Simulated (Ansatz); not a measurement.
# SiO2: the cost of one run

Program: Ansatz 0.2.0. Level of theory: DFT, PBE, plane-wave PAW, default files, scalar-relativistic, as far as a step names no other. These are calculated values, not measurements.

## Step 1: The system as given

The structure is hexagonal, space group P6_522 (No. 179). Conventional cell: a = 7.301 Å, b = 7.301 Å, c = 7.005 Å, α = 90.00°, β = 90.00°, γ = 120.00°. Around Si (site symmetry 2) lie 4 O at 1.60 Å. O (site symmetry 2) is surrounded by 2 Si at 1.60 Å.

As a file:

```
CELL_PARAMETERS angstrom
7.30055 0.00000 0.00000
-3.65028 6.32246 0.00000
0.00000 0.00000 7.00512
ATOMIC_POSITIONS crystal
Si 0.53386 0.76693 0.41667
Si 0.46614 0.23307 0.91667
Si 0.23307 0.46614 0.75000
Si 0.76693 0.23307 0.58333
Si 0.76693 0.53386 0.25000
Si 0.23307 0.76693 0.08333
O 0.61233 0.38767 0.08333
O 0.00000 0.68290 0.16667
O 0.77535 0.38767 0.41667
O 0.68290 0.68290 0.33333
O 0.31710 0.31710 0.83333
O 0.61233 0.22465 0.75000
O 0.22465 0.61233 0.91667
O 0.31710 0.00000 0.00000
O 0.00000 0.31710 0.66667
O 0.38767 0.77535 0.25000
O 0.38767 0.61233 0.58333
O 0.68290 0.00000 0.50000
```

## Step 2: First run, atoms as given

Contents of input.yaml:

```yaml
crystal:
  lattice:
    - [7.3005505184, 0.0, 0.0]
    - [-3.6502752592, 6.3224622106, 0.0]
    - [0.0, 0.0, 7.00512373]
  atoms:
    - { symbol: Si, position: [0.53385836, 0.76692918, 0.4166666667] }
    - { symbol: Si, position: [0.46614164, 0.23307082, 0.9166666667] }
    - { symbol: Si, position: [0.23307082, 0.46614164, 0.75] }
    - { symbol: Si, position: [0.76692918, 0.23307082, 0.5833333333] }
    - { symbol: Si, position: [0.76692918, 0.53385836, 0.25] }
    - { symbol: Si, position: [0.23307082, 0.76692918, 0.0833333333] }
    - { symbol: O, position: [0.61232604, 0.38767396, 0.0833333333] }
    - { symbol: O, position: [0.0, 0.68289712, 0.1666666667] }
    - { symbol: O, position: [0.77534792, 0.38767396, 0.4166666667] }
    - { symbol: O, position: [0.68289712, 0.68289712, 0.3333333333] }
    - { symbol: O, position: [0.31710288, 0.31710288, 0.8333333333] }
    - { symbol: O, position: [0.61232604, 0.22465208, 0.75] }
    - { symbol: O, position: [0.22465208, 0.61232604, 0.9166666667] }
    - { symbol: O, position: [0.31710288, 0.0, 0.0] }
    - { symbol: O, position: [0.0, 0.31710288, 0.6666666667] }
    - { symbol: O, position: [0.38767396, 0.77534792, 0.25] }
    - { symbol: O, position: [0.38767396, 0.61232604, 0.5833333333] }
    - { symbol: O, position: [0.68289712, 0.0, 0.5] }
kpoints:
  mp_grid: { grid: [4, 4, 3] }
scf:
  occupations: { method: fermi_dirac, width: 0.02 }
hamiltonian:
  xc: pbe
  pseudopotentials: { kind: paw }
output:
  forces: true
  stress: true
  populations: true
  efg: { quadrupole_moments_barn: { O: -0.02558 }, contact_densities: true }
  write_density: true
  write_potential: true
  elf: true
  volumetric_format: npy
```

Launch:

```bash
ansatz run input.yaml --threads 1 --pin off --max-ram 2560MiB --backend cpu --events-out ev --progress --plain --runs-dir out
```

Q: Estimate wall time and peak memory on 1 thread of Intel Xeon 6975P-C (Granite Rapids), shared host.

About 11 s, with a peak of 0.58 GiB.
